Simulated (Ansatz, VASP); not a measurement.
Given: the input of a run of Ansatz 0.2.0 on Si2W.

File input.yaml:

```yaml
crystal:
  lattice:
    - [-1.5961151113, 1.5961151113, 3.8886743761]
    - [1.5961151113, -1.5961151113, 3.8886743761]
    - [1.5961151113, 1.5961151113, -3.8886743761]
  atoms:
    - { symbol: W, position: [0.0, 0.0, 0.0] }
    - { symbol: Si, position: [0.6653, 0.6653, 0.0] }
    - { symbol: Si, position: [0.3347, 0.3347, 0.0] }
hamiltonian:
  xc: pbe
  pseudopotentials: { kind: paw }
kpoints:
  mp_grid: { grid: [12, 12, 12] }
scf:
  occupations: { method: fermi_dirac, width: 0.05 }
output:
  forces: true
  stress: true
  eigenvalues: true
```

Potentials or basis: Ansatz PAW.

The run is started by

```console
$ ansatz run input.yaml --threads 1 --pin off --max-ram 3584MiB --backend cpu --events-out ev --progress --plain --runs-dir out
```

Problem. Set up the same calculation for VASP 6.6.1. Potentials there: VASP PAW PBE potentials, release 64 (W_sv, Si).

Solution. As run (the cutoff follows the program's own potentials):

INCAR

```
PREC = Accurate
ENCUT = 520
EDIFF = 1E-7
ISMEAR = -1
SIGMA = 0.05
LREAL = F
LASPH = T
NELM = 60
ALGO = Normal
ISIF = 2
LWAVE = F
LCHARG = F
GGA = PE
NBANDS = 18
```

The input KPOINTS:

```
Automatic mesh
0
Gamma
  12 12 12
```

The input POSCAR:

```
Si2W
1.0
   -1.5961151113      1.5961151113      3.8886743761
    1.5961151113     -1.5961151113      3.8886743761
    1.5961151113      1.5961151113     -3.8886743761
W Si
1 2
Direct
    0.0000000000      0.0000000000      0.0000000000
    0.6653000000      0.6653000000      0.0000000000
    0.3347000000      0.3347000000      0.0000000000
```

Potentials or basis: VASP PAW PBE potentials, release 64 (W_sv, Si).

Run with:

```console
$ cat potpaw_PBE.64/W_sv/POTCAR potpaw_PBE.64/Si/POTCAR > POTCAR
$ mpirun -np 1 vasp_std > vasp.out
```

Both were run:

|  | VASP | Ansatz | Ansatz less VASP |
| --- | --- | --- | --- |
| gap on the k mesh at the Fermi level (eV) | none | none | - |
| pressure (GPa) | 8.4 | 8.3 | -0.12 |
| largest component of the traceless stress (GPa) | 0.78 | 0.84 | +0.061 |
| rms of the force components (eV/Å) | 0.064 | 0.062 | -0.0015 |

Atom by atom the forces differ by 0.001 eV/Å (rms over components). A gap of «none» marks a metal or a gap that the smearing closes.

The runs have no spin-orbit coupling, so splittings on W are missing.
